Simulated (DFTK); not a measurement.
RbBr under changes of volume

One of the cells (40.248 Å³/atom); the others are scaled copies at fixed shape and fractional positions:

```
Rb Br
1.0
     0.00000    3.42700    3.42700
     3.42700    0.00000    3.42700
     3.42700    3.42700    0.00000
Rb Br
1 1
Direct
  0.00000 0.00000 0.00000
  0.50000 0.50000 0.50000
```

```yaml
Program: DFTK 0.8.2
Functional: PBE
Potentials_or_basis: dojo.nc.sr.pbe.v0_4_1.standard.upf (PBE)
Cutoff: 789 eV
k_mesh: 7 × 7 × 7
Occupations: fermi-dirac, width 0.05 eV
Spin: no spin polarisation
```

```csv
volume (Å³/atom),energy over the lowest point (meV/atom),pressure (GPa),gap on the mesh (eV)
37.833,?,?,?
38.638,21.93,1.7,4.47
39.443,14.18,1.3,4.42
40.248,8.30,1.0,4.36
41.053,4.09,0.7,4.31
41.858,1.38,0.4,4.27
42.663,0.00,0.1,4.22
```

Problem. What does the run at 37.833 Å³/atom give?

Solution. Energy over the lowest point 31.77 meV/atom; pressure 2.2 GPa; gap on the mesh 4.53 eV.

Worked out: A Birch-Murnaghan fit of order 3 (a polynomial in V^(-2/3)) to the other rows has its minimum at 43.19 Å³/atom, just outside them, with B0 = V·E''(V) = 11.8 GPa and B' = 5.0. It gives 31.78 meV/atom at 37.833 Å³/atom, against the run's 31.77, and -dE/dV = 2.2 GPa, against 2.2. A straight line through the other rows of the gap, of slope -2.52 eV per unit of ln V (its deformation potential), extrapolates to 4.52 eV, against the run's 4.53.

Energies are extrapolated to zero smearing.

Caveats: the minimum lies outside the volumes run; an odd mesh through Γ misses points on the zone boundary, where band edges often lie (some runs). Spin-orbit coupling on Br, Rb is left out.
